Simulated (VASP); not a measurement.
# FeNi3 (Awaruite) (Pm-3m) in VASP: single point with PBE

Aim: the single point of FeNi3 (Awaruite) with PBE.

Everything below comes from runs of VASP 6.6.1. Logs are shortened: lines on timing, memory, paths and dates and some standing lists are left out, and cuts for length are marked.

## 1. Starting point

The structure is cubic, space group Pm-3m (No. 221). The conventional cell has a = 3.545 Å, b = 3.545 Å, c = 3.545 Å, α = 90.00°, β = 90.00°, γ = 90.00°. Fe (site symmetry m-3m) has 12 Ni at 2.51 Å as nearest neighbours. Around Ni (site symmetry 4/mmm) lie 4 Fe at 2.51 Å and 8 Ni at 2.51 Å.

## 2. Single point, PBE, collinear spin, typed start

Contents of INCAR:

```
PREC = Accurate
ENCUT = 520
EDIFF = 1E-7
ISMEAR = 0
SIGMA = 0.05
LREAL = F
LASPH = T
NELM = 150
ALGO = Fast
ISIF = 2
LWAVE = F
LCHARG = F
ISPIN = 2
MAGMOM = 2.5 0.8 0.8 0.8
LORBIT = 11
LMAXMIX = 4
GGA = PE
NBANDS = 31
```

Contents of KPOINTS:

```
Automatic mesh
0
Gamma
  12 12 12
```

Contents of POSCAR:

```
FeNi3
1.0
    3.5450000000      0.0000000000      0.0000000000
    0.0000000000      3.5450000000      0.0000000000
    0.0000000000      0.0000000000      3.5450000000
Fe Ni
1 3
Direct
    0.0000000000      0.0000000000      0.0000000000
    0.0000000000      0.5000000000      0.5000000000
    0.5000000000      0.0000000000      0.5000000000
    0.5000000000      0.5000000000      0.0000000000
```

Potentials or basis: VASP PAW PBE potentials, release 64 (Fe, Ni).

Started as:

```
$ cat potpaw_PBE.64/Fe/POTCAR potpaw_PBE.64/Ni/POTCAR > POTCAR
$ mpirun -np 1 vasp_std > vasp.out
```

OUTCAR:

```text
PREC = Accurate
   ENCUT = 520
   EDIFF = 1E-7
   ISMEAR = 0
   LREAL = F
   LASPH = T
   NELM = 150
   ISIF = 2
   ISPIN = 2
   LORBIT = 11
   GGA = PE

 ion  position               nearest neighbor table
   1  0.000  0.000  0.000-   2 2.51   3 2.51   4 2.51   2 2.51   3 2.51   2 2.51   4 2.51   2 2.51
                             3 2.51   4 2.51   3 2.51   4 2.51
   2  0.000  0.500  0.500-   1 2.51   3 2.51   4 2.51   1 2.51   4 2.51   1 2.51   3 2.51   1 2.51
                             3 2.51   4 2.51   4 2.51   3 2.51
   3  0.500  0.000  0.500-   1 2.51   2 2.51   4 2.51   1 2.51   4 2.51   2 2.51   4 2.51   4 2.51
                             1 2.51   2 2.51   1 2.51   2 2.51
   4  0.500  0.500  0.000-   1 2.51   2 2.51   3 2.51   2 2.51   3 2.51   1 2.51   3 2.51   3 2.51
                             1 2.51   2 2.51   2 2.51   1 2.51

  LATTYP: Found a simple cubic cell.
 ALAT       =     3.5450000000

  Lattice vectors:

 A1 = (   3.5450000000,   0.0000000000,   0.0000000000)
 A2 = (   0.0000000000,   3.5450000000,   0.0000000000)
 A3 = (   0.0000000000,   0.0000000000,   3.5450000000)

Analysis of symmetry for initial positions (statically):
=====================================================================
 Subroutine PRICEL returns:
 Original cell was already a primitive cell.

 Routine SETGRP: Setting up the symmetry group for a
 simple cubic supercell.

 Subroutine GETGRP returns: Found 48 space group operations
 (whereof 48 operations were pure point group operations)
 out of a pool of 48 trial point group operations.

The static configuration has the point symmetry O_h .

Analysis of symmetry for dynamics (positions and initial velocities):
=====================================================================
 Subroutine PRICEL returns:
 Original cell was already a primitive cell.

 Routine SETGRP: Setting up the symmetry group for a
 simple cubic supercell.

 Subroutine GETGRP returns: Found 48 space group operations
 (whereof 48 operations were pure point group operations)
 out of a pool of 48 trial point group operations.

The dynamic configuration has the point symmetry O_h .

Analysis of structural, dynamic, and magnetic symmetry:
=====================================================================
 Subroutine PRICEL returns:
 Original cell was already a primitive cell.

 Routine SETGRP: Setting up the symmetry group for a
 simple cubic supercell.

 Subroutine GETGRP returns: Found 48 space group operations
 (whereof 48 operations were pure point group operations)
 out of a pool of 48 trial point group operations.

The overall configuration has the point symmetry O_h .

 Subroutine INISYM returns: Found 48 space group operations
 (whereof 48 operations are pure point group operations),
 and found     1 'primitive' translations

----------------------------------------------------------------------------------------

                                     Primitive cell

  volume of cell :      44.5501

  direct lattice vectors                    reciprocal lattice vectors
     3.545000000  0.000000000  0.000000000     0.282087447  0.000000000  0.000000000
     0.000000000  3.545000000  0.000000000     0.000000000  0.282087447  0.000000000
     0.000000000  0.000000000  3.545000000     0.000000000  0.000000000  0.282087447

  length of vectors
     3.545000000  3.545000000  3.545000000     0.282087447  0.282087447  0.282087447

  position of ions in fractional coordinates (direct lattice)
     0.000000000  0.000000000  0.000000000
     0.000000000  0.500000000  0.500000000
     0.500000000  0.000000000  0.500000000
     0.500000000  0.500000000  0.000000000

  ion indices of the primitive-cell ions
   primitive index   ion index
                 1           1
                 2           2
                 3           3
                 4           4

----------------------------------------------------------------------------------------

 KPOINTS: Automatic mesh

Automatic generation of k-mesh.
 Grid dimensions read from file:
 generate k-points for:   12   12   12

 Generating k-lattice:

  Cartesian coordinates                     Fractional coordinates (reciprocal lattice)
     0.023507287  0.000000000  0.000000000     0.083333333  0.000000000  0.000000000
     0.000000000  0.023507287  0.000000000     0.000000000  0.083333333  0.000000000
     0.000000000  0.000000000  0.023507287     0.000000000  0.000000000  0.083333333

  Length of vectors
     0.023507287  0.023507287  0.023507287

  Shift w.r.t. Gamma in fractional coordinates (k-lattice)
     0.000000000  0.000000000  0.000000000

 Subroutine IBZKPT returns following result:
 ===========================================

 Found     84 irreducible k-points:

 Following reciprocal coordinates:
            Coordinates               Weight
  0.000000  0.000000  0.000000      1.000000
  0.083333  0.000000  0.000000      6.000000
  0.166667  0.000000  0.000000      6.000000
  0.250000  0.000000  0.000000      6.000000
  0.333333  0.000000  0.000000      6.000000
  0.416667  0.000000  0.000000      6.000000
[... 16 lines left out ...]
  0.333333  0.333333  0.000000     12.000000
  0.416667  0.333333  0.000000     24.000000
 [... further k-points ...]
   k-points           NKPTS =     84   k-points in BZ     NKDIM =     84   number of bands    NBANDS=     31
   number of dos      NEDOS =    301   number of ions     NIONS =      4
   total plane-waves  NPLWV =  21952
   dimension x,y,z NGX =    28 NGY =   28 NGZ =   28
   dimension x,y,z NGXF=    56 NGYF=   56 NGZF=   56
   ions per type =               1   3
   NGX,Y,Z   is equivalent  to a cutoff of  13.13, 13.13, 13.13 a.u.
   NGXF,Y,Z  is equivalent  to a cutoff of  26.26, 26.26, 26.26 a.u.
 SYSTEM =  unknown system
   PREC   = accura    normal or accurate (medium, high low for compatibility)
   ISTART =      0    job   : 0-new  1-cont  2-samecut
   ICHARG =      2    charge: 1-file 2-atom 10-const
   ISPIN  =      2    spin polarized calculation?
   LNONCOLLINEAR =      F non collinear calculations
   LSORBIT =      F    spin-orbit coupling
   LASPH  =      T    aspherical Exc in radial PAW
   ENCUT  =  520.0 eV  38.22 Ry    6.18 a.u.   6.59  6.59  6.59*2*pi/ulx,y,z
   NELM   =    150;   NELMIN=  2; NELMDL= -5     # of ELM steps
   EDIFF  = 0.1E-06   stopping-criterion for ELM
   LREAL  =      F    real-space projection
   EDIFFG = 0.1E-05   stopping-criterion for IOM
   NSW    =      0    number of steps for IOM
   IBRION =     -1    ionic relax: 0-MD 1-quasi-New 2-CG
   NFREE  =      0    steps in history (QN), initial steepest desc. (CG)
   ISIF   =      2    stress and relaxation
   ISYM   =      2    0-nonsym 1-usesym 2-fastsym
   POTIM  = 0.5000    time-step for ionic-motion
   TEBEG  =    0.0;   TEEND  =   0.0 temperature during run
   PSTRESS=    0.0 pullay stress
   NELECT =      38.0000    total number of electrons
   NUPDOWN=      -1.0000    fix difference up-down
   EMIN   =  10.00;   EMAX   =-10.00  energy-range for DOS
   EFERMI =   0.00;   METHOD = LEGACY
   ISMEAR =     0;   SIGMA  =   0.05  broadening in eV -4-tet -1-fermi 0-gaus
   EFERMI_NEDOS =   21; number of points for ismear=-14 and -15
   IALGO  =     68    algorithm
   IMIX   =      4    mixing-type and parameters
     AMIX     =   0.40;   BMIX     =  1.00
     AMIX_MAG =   1.60;   BMIX_MAG =  1.00
  volume/ion in A,a.u.               =      11.14        75.16
  Fermi-wavevector in a.u.,A,eV,Ry     =   1.552577  2.933945 32.796776  2.410495
  Thomas-Fermi vector in A             =   2.656932
   LORBIT       =     11    0 simple, 1 ext, 2 COOP (PROOUT), +10 PAW based schemes
   GGA     = PE    functional components
   LHFCALC =     F    Hartree Fock is set to
   AEXX    =    0.0000 exact exchange contribution
   IVDW    =     0    specifies the selected vdW correction
   LEPSILON=     F    determine dielectric tensor
   LRPA    =     F    only Hartree local field effects (RPA)
 spin polarized calculation
 RMM-DIIS sequential band-by-band and
 Gauss-broadening in eV      SIGMA  =   0.05
  energy-cutoff  :      520.00
  volume of cell :       44.55
 maximum number of plane-waves:      1222
 NGX is ok and might be reduce to    28
   NGX = 13   NGY = 13   NGZ = 13

 number of electron      37.9999985 magnetization       4.7914633

 Free energy of the ion-electron system (eV)
  ---------------------------------------------------
  ext. energy  EPLUGINS =         0.00000000
  ---------------------------------------------------
  free energy    TOTEN  =       -25.00326582 eV

  energy without entropy =      -24.99925894  energy(sigma->0) =      -25.00126238

 E-fermi :   8.5662     XC(G=0): -13.1435

 val. band max:        8.5650875268   @ k =   0.4167   0.2500   0.2500
 cond. band min:       8.5803457535   @ k =   0.5000   0.3333   0.3333
 fundamental gap:      0.0152582267
 Fermi energy:         8.5662046343

 spin component 1

 k-point     1 :       0.0000    0.0000    0.0000
  band No.  band energies     occupation
      1      -0.4974      1.00000
      2       3.2787      1.00000
      3       3.2787      1.00000
      4       3.9516      1.00000
      5       4.0153      1.00000
      6       4.0153      1.00000
[... 23 lines left out ...]
     30      22.7563      0.00000
     31      23.2381      0.00000

 k-point     2 :       0.0833    0.0000    0.0000
  band No.  band energies     occupation
      1      -0.4074      1.00000
      2       3.3081      1.00000
      3       3.3210      1.00000
      4       3.9845      1.00000
      5       4.0422      1.00000
      6       4.0462      1.00000
[... 23 lines left out ...]
     30      22.4439      0.00000
     31      22.9418      0.00000

 k-point     3 :       0.1667    0.0000    0.0000
  band No.  band energies     occupation
      1      -0.1403      1.00000
      2       3.3779      1.00000
      3       3.4411      1.00000
      4       4.0821      1.00000
      5       4.1210      1.00000
      6       4.1391      1.00000
[... 703 lines left out ...]
     30      21.6019      0.00000
     31      24.4125      0.00000

 k-point    24 :       0.4167    0.3333    0.0000
  band No.  band energies     occupation
      1       2.6848      1.00000
      2       3.7988      1.00000
      3       4.3402      1.00000
      4       4.6160      1.00000
      5       4.7783      1.00000
      6       4.8881      1.00000
[... 23 lines left out ...]
     30      22.1945      0.00000
     31      23.2471      0.00000

 [... further k-points ...]

 spin component 2

 k-point     1 :       0.0000    0.0000    0.0000
  band No.  band energies     occupation
      1      -0.4528      1.00000
      2       4.3249      1.00000
      3       4.3249      1.00000
      4       4.3307      1.00000
      5       5.0217      1.00000
      6       5.0218      1.00000
[... 23 lines left out ...]
     30      22.6931      0.00000
     31      23.6020      0.00000

 k-point     2 :       0.0833    0.0000    0.0000
  band No.  band energies     occupation
      1      -0.3627      1.00000
      2       4.3231      1.00000
      3       4.3757      1.00000
      4       4.3785      1.00000
      5       5.0519      1.00000
      6       5.0520      1.00000
[... 23 lines left out ...]
     30      22.4528      0.00000
     31      23.3112      0.00000

 k-point     3 :       0.1667    0.0000    0.0000
  band No.  band energies     occupation
      1      -0.0950      1.00000
      2       4.2914      1.00000
      3       4.5084      1.00000
      4       4.5330      1.00000
      5       5.1408      1.00000
      6       5.1431      1.00000
[... 703 lines left out ...]
     30      22.0625      0.00000
     31      24.7849      0.00000

 k-point    24 :       0.4167    0.3333    0.0000
  band No.  band energies     occupation
      1       2.8204      1.00000
      2       4.1769      1.00000
      3       5.0467      1.00000
      4       5.4505      1.00000
      5       5.7735      1.00000
      6       5.8680      1.00000
[... 23 lines left out ...]
     30      22.5276      0.00000
     31      23.6363      0.00000

 [... further k-points ...]

------------------------ aborting loop because EDIFF is reached ----------------------------------------

  FORCE on cell =-STRESS in cart. coord.  units (eV):
  Direction    XX          YY          ZZ          XY          YZ          ZX
  --------------------------------------------------------------------------------------
  -------------------------------------------------------------------------------------
  Total       -0.0928647     -0.0928647     -0.0928647      0.0000000     -0.0000000      0.0000000
  in kB       -3.3397397     -3.3397397     -3.3397397      0.0000000     -0.0000000      0.0000000
  external PRESSURE =      -3.3397397 kB  Pullay stress =       0.0000000 kB

 VOLUME and BASIS-vectors are now :
 -----------------------------------------------------------------------------
  energy-cutoff  :      520.00
  volume of cell :       44.55
      direct lattice vectors                 reciprocal lattice vectors
     3.545000000  0.000000000  0.000000000     0.282087447  0.000000000  0.000000000
     0.000000000  3.545000000  0.000000000     0.000000000  0.282087447  0.000000000
     0.000000000  0.000000000  3.545000000     0.000000000  0.000000000  0.282087447

 POSITION                                       TOTAL-FORCE (eV/Angst)
 -----------------------------------------------------------------------------------
      0.00000      0.00000      0.00000         0.000000      0.000000      0.000000
      0.00000      1.77250      1.77250         0.000000      0.000000      0.000000
      1.77250      0.00000      1.77250         0.000000      0.000000      0.000000
      1.77250      1.77250      0.00000         0.000000      0.000000      0.000000
 -----------------------------------------------------------------------------------
    total drift:                                0.000000      0.000000      0.000000

  FREE ENERGIE OF THE ION-ELECTRON SYSTEM (eV)
  ---------------------------------------------------
  free  energy   TOTEN  =       -25.0032658165 eV

  energy  without entropy=      -24.9992589382  energy(sigma->0) =      -25.00126238

 total charge

# of ion       s       p       d       tot
------------------------------------------
    1        0.473   0.502   6.111   7.086
    2        0.503   0.510   8.322   9.335
    3        0.503   0.510   8.322   9.335
    4        0.503   0.510   8.322   9.335
--------------------------------------------------
tot          1.983   2.031  31.078  35.092

 magnetization (x)

# of ion       s       p       d       tot
------------------------------------------
    1        0.012   0.002   2.894   2.908
    2       -0.015  -0.042   0.694   0.636
    3       -0.015  -0.042   0.694   0.636
    4       -0.015  -0.042   0.694   0.636
--------------------------------------------------
tot         -0.034  -0.124   4.976   4.818
```

It took 2.8 min on 1 thread of Intel Xeon Platinum 8488C (Sapphire Rapids), shared host; peak memory 0.29 GiB.

Results:

```
Free energy                                           : -25.0033 eV
Pressure                                              : -0.3 GPa
Band gap on the k mesh                                : none (metal or under the smearing width)
Net moment                                            : 4.79 μB per cell
Site moments                                          : Fe +2.91; Ni +0.64 μB
Valence electrons inside the program's atomic spheres : Fe 7.09; Ni 9.34
```
